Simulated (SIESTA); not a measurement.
The system is MoS2.

```
Mo S
1.0
     1.58000    0.91221    6.15000
    -1.58000    0.91221    6.15000
     0.00000   -1.82443    6.15000
Mo S
1 2
Direct
  0.00000 0.00000 0.00000
  0.41700 0.41700 0.41700
  0.25000 0.25000 0.25000
```

Measurements of this composition are mostly on another form, of space group No. 194.

Base run:

```yaml
Program: SIESTA 5.4.2
Functional: PBE
Potentials_or_basis: PseudoDojo 0.4 standard (PBE files)
Basis: SZP (energy shift 0.003 Ry)
Grid_cutoff: 800 Ry
Energy_shift: 0.003 Ry
k_mesh: 7 × 7 × 7
Occupations: fermi-dirac, width 0.05 eV
Spin: no spin polarisation
```

Its results: band gap on the k mesh 1.05 eV, indirect (least direct gap 2.15 eV); pressure 9.5 GPa; largest force 1.262 eV/Å.

**Question.** The run is repeated on the same cell with these changes: basis from SZP (energy shift 0.003 Ry) to DZP (energy shift 0.003 Ry; two zetas on semicore shells). What comes out?

**Answer.** Band gap on the k mesh 1.14 eV, indirect (least direct gap 2.18 eV); pressure 8.3 GPa; largest force 0.964 eV/Å.

Caveats: an odd mesh through Γ misses points on the zone boundary, where band edges often lie; the basis of atomic orbitals isn't converged, which shifts pressures, moduli and gaps; forces of over 1 eV/Å show positions far from the minimum, so gaps and moduli don't describe the material at rest (some runs).
